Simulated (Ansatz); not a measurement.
The system is AlCu3.

```
Cu Al
1.0
     3.63738    0.00000    0.00000
     0.00000    3.63738    0.00000
     0.00000    0.00000    3.63738
Cu Al
3 1
Direct
  0.00000 0.50000 0.50000
  0.50000 0.00000 0.50000
  0.50000 0.50000 0.00000
  0.00000 0.00000 0.00000
```

The cell comes from a database or a generator and needn't be the stable form of this composition.

| Quantity | Value |
| --- | --- |
| Program | Ansatz 0.2.0 |
| Task | single point |
| Functional | PBEsol |
| Potentials or basis | Ansatz PAW |
| Cutoff | 420 eV (not typed: the program's choice for these potentials) |
| k mesh | 7 × 7 × 7 |
| Occupations | fermi-dirac, width 0.05 eV |
| Spin | no spin polarisation |

On this cell: pressure -0.7 GPa; largest force zero by symmetry; band gap on the k mesh none (metal or under the smearing width).

The same run follows on a disturbed copy (atoms moved at random, drawn with an rms of 0.05 Å):

```
Cu Al
1.0
     3.63738    0.00000    0.00000
     0.00000    3.63738    0.00000
     0.00000    0.00000    3.63738
Cu Al
3 1
Direct
  0.99622 0.49126 0.51297
  0.51009 0.00439 0.51140
  0.50622 0.50064 0.00781
  0.99868 0.00330 0.00018
```

What does the disturbed cell give?

The energy (extrapolated to zero smearing) moves by +6.3 meV/atom; pressure -0.4 GPa; largest force 0.463 eV/Å; band gap on the k mesh none (metal or under the smearing width).

Forces in eV/Å, atoms in the order of the input:
```
Cu   0.277  0.299 -0.219
Cu  -0.302 -0.196 -0.182
Cu  -0.209  0.080  0.091
Al   0.234 -0.183  0.310
```

Stress tensor (GPa, compression positive):
```
-0.43  0.14  0.06
 0.14 -0.41 -0.11
 0.06 -0.11 -0.45
```

Caveats: the PAW data sets come from PBE, with cores solved anew for the run's functional, which leaves a small shift of forces and pressure.
